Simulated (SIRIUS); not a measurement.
Pb:

```
Pb
1.0
     0.00000    2.47502    2.47502
     2.47502    0.00000    2.47502
     2.47502    2.47502    0.00000
Pb
1
Direct
  0.00000 0.00000 0.00000
```

- Program: SIRIUS 7.10.0
- Task: relaxation of cell and atoms
- Functional: PBE
- Potentials or basis: PseudoDojo 0.4.1 PBE standard (scalar relativistic)
- Cutoff: 765 eV
- Density cutoff: 3061 eV
- k mesh: 8 × 8 × 8
- Occupations: fermi-dirac, width 0.05 eV
- Spin: no spin polarisation

At the start: pressure 2.6 GPa; volume 30.32 Å³/atom.

Q: Where does the relaxation end?

A: Over 3 steps the energy falls by 13.2 meV/atom and the volume is 31.96 Å³/atom (+5.4 %); space group Fm-3m (No. 225, to 0.05 Å).

The path:
```
step  energy change (eV)  largest force (eV/Å)  pressure (GPa)  volume (Å³)
   1              0.0000                0.0000            2.59        30.32
   2             -0.0083                0.0000            1.53        30.97
   3             -0.0132                0.0000            0.10        31.96
```

Final structure:
```
CELL_PARAMETERS angstrom
0.00000 2.51888 2.51888
2.51888 0.00000 2.51888
2.51888 2.51888 0.00000
ATOMIC_POSITIONS crystal
Pb 0.00000 0.00000 0.00000
```

The cell as given is a measured one (30.32 Å³/atom); PBE puts the equilibrium volume +5.4 % from it, thermal expansion not counted.
